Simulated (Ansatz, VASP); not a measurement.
## One calculation of Al, two programs

The input INCAR:

```
SYSTEM = Al
PREC = Accurate ; ENCUT = 520
EDIFF = 1E-6 ; ISMEAR = 0
SIGMA = 0.15 ; LREAL = .FALSE.
LASPH = .TRUE. ; NELM = 100
ALGO = Normal ; ISIF = 2
LWAVE = .FALSE. ; LCHARG = .FALSE.
GGA = PS ; NBANDS = 8
```

Contents of KPOINTS:

```
Automatic mesh
0
G
  20 20 20
  0 0 0
```

Contents of POSCAR:

```
Al
1.0
    0.0000000000      2.0239800000      1.9632606000
    2.0239800000      0.0000000000      1.9632606000
    2.0239800000      2.0239800000      0.0000000000
Al
1
Direct
    0.0000000000      0.0000000000      0.0000000000
```

Input for Ansatz:

```yaml
crystal:
  lattice:
    - [0.0, 2.02398, 1.9632606]
    - [2.02398, 0.0, 1.9632606]
    - [2.02398, 2.02398, 0.0]
  atoms:
    - { symbol: Al, position: [0.0, 0.0, 0.0] }
basis:
  ecutwfc: 420
kpoints:
  mp_grid: { grid: [20, 20, 20] }
hamiltonian:
  xc: pbesol
scf:
  occupations: { method: gaussian, width: 0.15 }
output:
  forces: true
  stress: true
  eigenvalues: true
```

Change from the starting cell: strain -0.0300 x Voigt [0, 0, 1, 0, 0, 0], atoms carried along.

Alike in both runs: task single point; functional PBEsol; k mesh 20 × 20 × 20; occupations gaussian, width 0.15 eV; no spin polarisation.

|  | VASP | Ansatz |
| --- | --- | --- |
| version | VASP 6.6.1 | Ansatz 0.2.0 |
| potentials or method | VASP PAW PBE potentials, release 64 (Al) | scalar-relativistic, plane waves, PAW |
| plane-wave cutoff (eV) | 520 | 420 |
| valence electrons in the cell | 3 | 3 |

```tsv
	VASP	Ansatz	Ansatz less VASP
gap on the k mesh at the Fermi level (eV)	none	none	-
pressure (GPa)	0.6	0.5	-0.06
largest component of the traceless stress (GPa)	0.76	0.75	-0.009
```

A gap of «none» marks a metal or a gap that the smearing closes.

Caveats: the PAW data sets were made with another functional, which shifts forces and pressure a little (VASP).
